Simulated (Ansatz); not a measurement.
GaAs (F-43m): gap, valleys and masses

```yaml
crystal:
  lattice:
    - [0.00000, 2.82905, 2.82905]
    - [2.82905, 0.00000, 2.82905]
    - [2.82905, 2.82905, 0.00000]
  atoms:
    - { symbol: Ga, position: [0.00000, 0.00000, 0.00000] }
    - { symbol: As, position: [0.75000, 0.75000, 0.75000] }
```

Conventional cell: a = 5.658 Å, b = 5.658 Å, c = 5.658 Å, α = 90.00°, β = 90.00°, γ = 90.00°. Ga (atom 1) has 4 As at 2.45 Å as nearest neighbours. As (atom 2) has 4 Ga at 2.45 Å as nearest neighbours.

Unless marked otherwise, the numbers come from PBEsol, all-electron LAPW in Ansatz 0.2.0, scalar-relativistic. k mesh 8×8×8, fixed occupations, basis error target 1 meV/atom. The cell was relaxed by PAW under this functional.

Extrema are searched on a 12×12×12 mesh and refined by Newton steps; masses come from band slopes 0.005 Å⁻¹ away, 1/m* = (1/ħ²) d²E/dk², negative for holes (the finite step makes the lightest masses up to about 3 % heavy). k is in units of the reciprocal vectors.

(1) Where are the band edges, and is the gap direct?

(2) What are the electron masses at the edge?

(3) Several bands lie at or near the hole edge, or its surface isn't an ellipsoid. What are the masses by direction?

(4) Along the Cartesian direction 11-2 the conduction slope is 1.5 eV·Å one step out. What is it four steps out, and what does that say?

(5) What gap does PAW give in the same cell?

Results:

(1) The valence maximum lies at Gamma (0.000, 0.000, 0.000) and the conduction minimum at Gamma (0.000, 0.000, 0.000), so the Kohn-Sham gap of 0.429 eV is direct. A further conduction extremum at L (0.000, 0.000, -0.500) lies 0.495 eV from the edge (4 equivalent points).

(2) The principal masses are 0.0254, 0.0254, 0.0254 mₑ. One valley has a density-of-states mass (m₁m₂m₃)^(1/3) = 0.0254; the direction-averaged conductivity mass 3/Σ(1/mᵢ) is 0.0254 mₑ.

(3) 

```tsv
direction	branch from the edge	its level at the point (eV from the edge)	m*/mₑ
100	1	0.000	-0.341
100	2	0.000	-0.341
100	3	0.000	-0.0253
110	1	0.000	-2.45
110	2	0.000	-0.341
110	3	0.000	-0.0238
111	1	0.000	-0.801
111	2	0.000	-0.801
111	3	0.000	-0.0234
11-2	1	0.000	-0.824
11-2	2	0.000	-0.479
11-2	3	0.000	-0.0238
```

(4) 4.796 eV·Å, 3.197 times the first; a parabola would give 4, so the band flattens (non-parabolic).

(5) 0.424 eV, -5 meV from the LAPW value.

Caveats: no spin-orbit coupling on heavy atoms; semilocal gaps are low, and what follows the gap (onsets, screening, light masses) shifts with it; without spin-orbit coupling, bands that meet at the valence top are not the light and heavy holes of experiment; the frozen-core PAW files of the compared runs were fitted under PBE, their cores solved anew for this functional.
